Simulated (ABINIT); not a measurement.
# P (Cmce) in ABINIT: notebook

The runs below take P through single point, with PBEsol, PBE.

All numbers are computed with ABINIT 10.8.3 (patched build); they aren't measurements. Logs are shortened: lines on timing, memory, paths and dates and some standing lists are left out, and cuts for length are marked. The log counts tension as positive stress, the text compression.

## 1. Starting point

It takes space group Cmce (No. 64, orthorhombic). The conventional cell has a = 3.295 Å, b = 10.930 Å, c = 4.544 Å, α = 90.00°, β = 90.00°, γ = 90.00°. Around P (site symmetry m) lie 3 P at 2.20 to 2.25 Å.

## 2. Single point, PBEsol

Contents of run.abi:

```
# Pseudopotentials
pp_dirpath "./"
pseudos "P.GGA_PBE-JTH.xml"

# Structure
acell 5.7080377311 5.7080377311 4.54363559 Angstrom
rprim
     0.2886706784    -0.9574284513     0.0000000000
     0.2886706784     0.9574284513     0.0000000000
     0.0000000000     0.0000000000     1.0000000000
ntypat 1
znucl 15
natom 4
typat 1 1 1 1
xred
     0.9041431300     0.0958568700     0.5888151700
     0.0958568700     0.9041431300     0.4111848300
     0.5958568700     0.4041431300     0.0888151700
     0.4041431300     0.5958568700     0.9111848300
chkprim 0
chksymtnons 0
tolsym 1.0e-6

# Plane-wave basis
ecut 20.0
pawecutdg 40.0

# k points
kptopt 1
ngkpt 5 5 4
nshiftk 1
shiftk 0.0 0.0 0.0

# Exchange and correlation
ixc -116133

# Bands and occupations
nband 14
occopt 3
tsmear 0.05 eV

# SCF cycle
nstep 100
tolvrs 1.0e-9

# Output
iomode 3
prtwf 0
prteig 0
prtebands 0
enunit 1
prtden 1
prtvha 1
prtvclmb 1
prtpot 1
```

Potentials or basis: JTH PAW PBE v2.0.

Command:

```
$ abinit run.abi > log 2>&1
```

run.abo:

```text
.Version 10.8.3 of ABINIT
 Symmetries : space group Cm c a (# 64); Bravais oC (1-face-center ortho.)
================================================================================
 Values of the parameters that define the memory need of the present run
     intxc =       0    ionmov =       0      iscf =      17    lmnmax =       8
     lnmax =       4     mgfft =      45  mpssoang =       2    mqgrid =    3001
     natom =       4  nloc_mem =       2    nspden =       1   nspinor =       1
    nsppol =       1      nsym =       8    n1xccc =       1    ntypat =       1
    occopt =       3   xclevel =       2
       mpw =        2374          nfft =       72900          nkpt =          27
 PAW method is used; the additional fine FFT grid is defined by:
   mgfftf=        64    nfftf =    204800
================================================================================
================================================================================

--------------------------------------------------------------------------------
------------- Echo of variables that govern the present computation ------------
--------------------------------------------------------------------------------
 -outvars: echo values of preprocessed input variables --------
            acell      1.0786628028E+01  1.0786628028E+01  8.5862268810E+00 Bohr
              amu      3.09737620E+01
          chkprim           0
      chksymtnons           0
             ecut      2.00000000E+01 Hartree
           enunit           1
              ixc     -116133
         kptrlatt        5    0    0      0    5    0      0    0    4
          kptrlen      3.11378323E+01
            natom           4
            nband          14
            ngfft          45      45      36
          ngfftdg          64      64      50
             nkpt          27
            nstep         100
             nsym           8
           ntypat           1
           occopt           3
        pawecutdg      4.00000000E+01 Hartree
         pawxcdev           0
        prtebands           0
           prteig           0
           prtpot           1
         prtvclmb           1
           prtvha           1
            prtwf           0
            rprim      2.8867067840E-01 -9.5742845130E-01  0.0000000000E+00
                       2.8867067840E-01  9.5742845130E-01  0.0000000000E+00
                       0.0000000000E+00  0.0000000000E+00  1.0000000000E+00
          spgroup          64
           tolsym      1.00000000E-06
           tolvrs      1.00000000E-09
           tsmear      1.83746611E-03 Hartree
            typat      1  1  1  1
           useylm           1
           xangst      1.6477431242E+00 -4.4173149034E+00  2.6753615623E+00
                       1.6477431242E+00  4.4173149034E+00  1.8682740277E+00
                       1.6477431242E+00 -1.0477228215E+00  4.0354376734E-01
                       1.6477431242E+00  1.0477228215E+00  4.1400918227E+00
            xcart      3.1137832305E+00 -8.3475153793E+00  5.0557006406E+00
                       3.1137832305E+00  8.3475153793E+00  3.5305262404E+00
[... 147 lines left out ...]

 cartesian forces (eV/Angstrom) at end:
    1      0.00000000000000     0.10097622404646    -0.29686338292822
    2      0.00000000000000    -0.10097622404646     0.29686338292822
    3     -0.00000000000000    -0.10097622404646    -0.29686338292822
    4      0.00000000000000     0.10097622404646     0.29686338292822
 frms,max,avg= 1.8103781E-01 2.9686338E-01   0.000E+00  0.000E+00  0.000E+00 e/A
 length scales= 10.786628028127 10.786628028127  8.586226881027 bohr
              =  5.708037731100  5.708037731100  4.543635590000 angstroms
 Fermi (or HOMO) energy (eV) =   6.78456   Average Vxc (eV)=  -9.62536
 Eigenvalues (   eV  ) for nkpt=  27  k points:
 kpt#   1, nband= 14, wtk=  0.01000, kpt=  0.0000  0.0000  0.0000 (reduced coord)
  -9.14961   -6.38411   -3.09718   -0.12556    1.75336    1.77647    2.61928    3.87154
   4.12766    5.47841    7.20677    7.62483    8.52955    9.49819
 prteigrs : prtvol=0 or 1, do not print more k-points.

--- !EnergyTerms
iteration_state     : {dtset: 1, }
comment             : Components of total free energy in Hartree
kinetic             :  1.00208760535922E+01
hartree             :  3.62745739412377E+00
xc                  : -8.94395626008547E+00
Ewald energy        : -2.47391988688329E+01
psp_core            :  6.43523847805431E-02
local_psp           : -1.41384019489973E+01
PAW spherical_terms :  7.48588694776994E+00
internal            : -2.66229842976492E+01
'-kT*entropy'       : -1.89418912168560E-05
total_energy        : -2.66230032395404E+01
total_energy_eV     : -7.24448824179139E+02
...

--- !EnergyTermsDC
iteration_state     : {dtset: 1, }
comment             : '"Double-counting" decomposition of free energy'
band_energy         : -1.12363108233232E-01
Ewald energy        : -2.47391988688329E+01
psp_core            :  6.43523847805431E-02
xc_dc               : -2.97845071949894E+00
PAW spherical_terms :  1.14267508375626E+00
internal            : -2.66229852280283E+01
'-kT*entropy'       : -1.89418912168560E-05
total_energy_dc     : -2.66230041699195E+01
total_energy_dc_eV  : -7.24448849496043E+02
...

--- !EnergyTermsWithPAWCore
iteration_state     : {dtset: 1, }
comment             : 'Components of total free energy, including PAW core contributions'
Total energy        : -1.36609127832837E+03
Total energy DC     : -1.36609127925875E+03
Total energy (eV)   : -3.71732374218591E+04
Total energy DC (eV): -3.71732374471760E+04
...

 Cartesian components of stress tensor (hartree/bohr^3)
  sigma(1 1)=  1.23345675E-06  sigma(3 2)=  0.00000000E+00
  sigma(2 2)=  1.93099187E-05  sigma(3 1)=  0.00000000E+00
  sigma(3 3)=  2.11228051E-05  sigma(2 1)=  0.00000000E+00

-Cartesian components of stress tensor (GPa)         [Pressure= -4.0862E-01 GPa]
- sigma(1 1)=  3.62895505E-02  sigma(3 2)=  0.00000000E+00
- sigma(2 2)=  5.68117422E-01  sigma(3 1)=  0.00000000E+00
- sigma(3 3)=  6.21454381E-01  sigma(2 1)=  0.00000000E+00

== END DATASET(S) ==============================================================
================================================================================

 -outvars: echo values of variables after computation  --------
            acell      1.0786628028E+01  1.0786628028E+01  8.5862268810E+00 Bohr
           etotal     -2.6623004170E+01
            fcart      1.0181425209E-19  1.9636749149E-03 -5.7730736490E-03
                       2.1616067318E-20 -1.9636749149E-03  5.7730736490E-03
                      -5.3549512108E-19 -1.9636749149E-03 -5.7730736490E-03
                       4.1206480168E-19  1.9636749149E-03  5.7730736490E-03
            rprim      2.8867067840E-01 -9.5742845130E-01  0.0000000000E+00
                       2.8867067840E-01  9.5742845130E-01  0.0000000000E+00
                       0.0000000000E+00  0.0000000000E+00  1.0000000000E+00
           strten      1.2334567500E-06  1.9309918684E-05  2.1122805093E-05
                       0.0000000000E+00  0.0000000000E+00  0.0000000000E+00
           xangst      1.6477431242E+00 -4.4173149034E+00  2.6753615623E+00
                       1.6477431242E+00  4.4173149034E+00  1.8682740277E+00
                       1.6477431242E+00 -1.0477228215E+00  4.0354376734E-01
                       1.6477431242E+00  1.0477228215E+00  4.1400918227E+00
             xred      9.0414313000E-01  9.5856870000E-02  5.8881517000E-01
                       9.5856870000E-02  9.0414313000E-01  4.1118483000E-01
                       5.9585687000E-01  4.0414313000E-01  8.8815170000E-02
                       4.0414313000E-01  5.9585687000E-01  9.1118483000E-01
 Calculation completed.
```

Run time: 44 s. Hardware: 1 thread of Arm Neoverse V1, shared host; peak memory 0.17 GiB.

What came out:

| Property | Result |
| --- | --- |
| Free energy | -724.4488 eV |
| Pressure | -0.4 GPa |
| Largest force | 0.314 eV/Å |
| Band gap on the k mesh | 0.37 eV, direct |
| Valence electrons inside the program's atomic spheres | P 1.56 (radii [0.8507] Å) |

Forces in eV/Å, atoms in the order of the input:
```
P    0.000  0.101 -0.297
P    0.000 -0.101  0.297
P    0.000 -0.101 -0.297
P    0.000  0.101  0.297
```

Caveat: the PAW data sets were made with another functional, which shifts forces and pressure a little; an odd mesh through Γ misses points on the zone boundary, where band edges often lie.

## 3. Single point, PBE

Contents of run.abi:

```
# Pseudopotentials
pp_dirpath "./"
pseudos "P.GGA_PBE-JTH.xml"

# Structure
acell 3*1.0
rprim
     3.1137832283   -10.3274245612     0.0000000000
     3.1137832283    10.3274245612     0.0000000000
     0.0000000000     0.0000000000     8.5862268752
ntypat 1
znucl 15
natom 4
typat 1 1 1 1
xcart
     3.1137832283    -8.3475153740     5.0557006372
     3.1137832283     8.3475153740     3.5305262380
     3.1137832283    -1.9799091872     0.7625871996
     3.1137832283     1.9799091872     7.8236396756
chkprim 0
chksymtnons 0
tolsym 1.0e-6

# Plane-wave basis
ecut 20.0
pawecutdg 40.0

# k points
kptopt 1
ngkpt 6 6 5
nshiftk 1
shiftk 0.0 0.0 0.0

# Exchange and correlation
ixc 11

# Bands and occupations
nband 14
occopt 3
tsmear 0.05 eV

# SCF cycle
nstep 100
tolvrs 1.0e-9

# Output
iomode 3
prtwf 0
prteig 0
prtebands 0
enunit 1
prtden 1
prtvha 1
prtvclmb 1
prtpot 1
```

Potentials or basis: JTH PAW PBE v2.0.

Command:

```
$ abinit run.abi > log 2>&1
```

Wall time 51 s (1 thread of Arm Neoverse V1, shared host); peak memory 0.17 GiB.

The run converged. Its results:

```
Free energy                                           : -725.5432 eV
Pressure                                              : 1.9 GPa
Largest force                                         : 0.329 eV/Å
Band gap on the k mesh                                : 0.10 eV, direct
Valence electrons inside the program's atomic spheres : P 1.57 (radii [0.8507] Å)
```

Forces in eV/Å, atoms in the order of the input:
```
P    0.000  0.156 -0.289
P    0.000 -0.156  0.289
P    0.000 -0.156 -0.289
P    0.000  0.156  0.289
```

Stress tensor (GPa, compression positive):
```
2.04 0.00 0.00
0.00 1.73 0.00
0.00 0.00 1.97
```

Levels at points of the mesh, in eV from the valence-band top:
| k point | band 8 | band 9 | band 10 | band 11 | band 12 | band 13 |
| --- | --- | --- | --- | --- | --- | --- |
| (0.00, 0.00, 0.00) | -2.80 | -2.60 | -1.23 | 0.55 | 0.99 | 1.87 |
| (0.50, 0.00, 0.00) | -3.41 | -2.67 | -2.67 | 0.64 | 0.64 | 1.46 |
| (0.50, 0.50, 0.00) | -2.44 | -1.60 | 0.00 | 0.10 | 0.75 | 2.08 |

Caveat: an odd mesh through Γ misses points on the zone boundary, where band edges often lie.

## 4. Single point, PBEsol

Contents of run.abi:

```
# Pseudopotentials
pp_dirpath "./"
pseudos "P.GGA_PBE-JTH.xml"

# Structure
acell 3*1.0 Angstrom
rprim
     1.6477431241    -5.4650377251     0.0000000000
     1.6477431241     5.4650377251     0.0000000000
     0.0000000000     0.0000000000     4.5436355900
ntypat 1
znucl 15
natom 4
typat 1 1 1 1
xred
     0.9041431300     0.0958568700     0.5888151700
     0.0958568700     0.9041431300     0.4111848300
     0.5958568700     0.4041431300     0.0888151700
     0.4041431300     0.5958568700     0.9111848300
chkprim 0
chksymtnons 0
tolsym 1.0e-6

# Plane-wave basis
ecut 20.0
pawecutdg 40.0

# k points
kptopt 1
ngkpt 3 3 2
nshiftk 1
shiftk 0.0 0.0 0.0

# Exchange and correlation
ixc -116133

# Bands and occupations
nband 14
occopt 3
tsmear 0.05 eV

# SCF cycle
nstep 100
tolvrs 1.0e-9

# Output
iomode 3
prtwf 0
prtden 0
prteig 0
prtebands 0
prtvol 2
```

Command:

```
$ abinit run.abi > log 2>&1
```

Run time: 21 s. Hardware: 1 thread of Arm Neoverse V1, shared host; peak memory 0.14 GiB.

The run converged. Its results:

| Property | Result |
| --- | --- |
| Free energy | -724.2259 eV |
| Pressure | -0.1 GPa |
| Largest force | 0.373 eV/Å |
| Band gap on the k mesh | 0.55 eV, indirect (least direct gap 0.80 eV) |
| Valence electrons inside the program's atomic spheres | P 1.56 (radii [0.8507] Å) |

Forces on the atoms (eV/Å):
```
P    0.000 -0.187 -0.323
P    0.000  0.187  0.323
P    0.000  0.187 -0.323
P    0.000 -0.187  0.323
```

Stress tensor (GPa, compression positive):
```
 5.14  0.00  0.00
 0.00 -3.20  0.00
 0.00  0.00 -2.35
```

Levels at points of the mesh, in eV from the valence-band top:
```
           k point  band 7  band 8  band 9  band 10  band 11  band 12  band 13  band 14
(0.00, 0.00, 0.00)   -3.76   -2.54   -2.26    -0.93     0.80     1.22     2.12     3.12
(0.00, 0.00, 0.50)   -2.97   -2.97   -1.36    -1.36     1.66     1.66     3.17     3.17
```

Caveat: the k mesh is coarse (spacing up to 0.69 Å⁻¹), so the values aren't converged; the PAW data sets were made with another functional, which shifts forces and pressure a little; an odd mesh through Γ misses points on the zone boundary, where band edges often lie.

## 5. The runs side by side

```csv
level,k mesh,mesh quality,gap on the mesh (eV),pressure (GPa),largest force (eV/Å)
PBEsol,5 × 5 × 4,not flagged,0.37,-0.4,0.31
PBE,6 × 6 × 5,not flagged,0.10,1.9,0.33
PBEsol,3 × 3 × 2,coarse,0.55,-0.1,0.37
```

Alike in all rows: task single point; potentials or basis JTH PAW PBE v2.0; no spin polarisation; cell as given; cutoff (eV) 544; smearing fermi-dirac 0.05 eV.

Caveats: some runs use coarse meshes; an odd mesh through Γ misses points on the zone boundary, where band edges often lie; the PAW data sets were made with another functional, which shifts forces and pressure a little (some runs).

Total energies depend on the potentials used, so only differences within one code and one set of settings carry meaning.
